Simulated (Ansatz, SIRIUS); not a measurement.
**Fitting the PBE energy curve of Ge**

It takes space group Pm-3m (No. 221, cubic). The conventional cell has a = 2.710 Å, b = 2.710 Å, c = 2.710 Å, α = 90.00°, β = 90.00°, γ = 90.00°. Around Ge (site symmetry m-3m) lie 6 Ge at 2.71 Å.

This isn't the form of Ge at room conditions, which is diamond.

The cell was scaled at fixed shape and fractions and run with SIRIUS, PseudoDojo 0.4.1 PBE standard (scalar relativistic), cutoff 1078 eV; PBE, k mesh 10 × 10 × 10 on the cell of 1 atom, fermi-dirac occupations of 0.05 eV, no spin polarisation, no spin-orbit coupling. Energies are those that the program minimises, any entropy of the smearing included. For a metal such a mesh isn't converged to the digits shown.

```tsv
V (Å³/atom)	energy over the lowest row (meV/atom)
18.7181	13.928
19.1164	5.286
19.5146	?
19.9129	0.000
20.3111	2.613
20.7094	8.206
21.1076	16.443
```

Fit the third-order Birch-Murnaghan form, give V0, B0 and B′, and predict the energy left open.

With y = (V0/V)^(2/3), E = E0 + (9 V0 B0/16) [(y - 1)³ B′ + (y - 1)² (6 - 4y)]. Least squares through the rows shown give V0 = 19.7983 Å³/atom, E0 = -0.119 meV, B0 = 68.95 GPa (1 eV/Å³ = 160.218 GPa) and B′ = 4.49, with a largest miss of 0.022 meV. At V = 19.5146 the form with these constants gives 0.779 meV; the run gave 0.749 meV an atom. Other set-ups at this level, from all their volumes (Å³/atom, GPa): Ansatz, Ansatz PAW (earlier soft set): V0 19.778, B0 69.01.
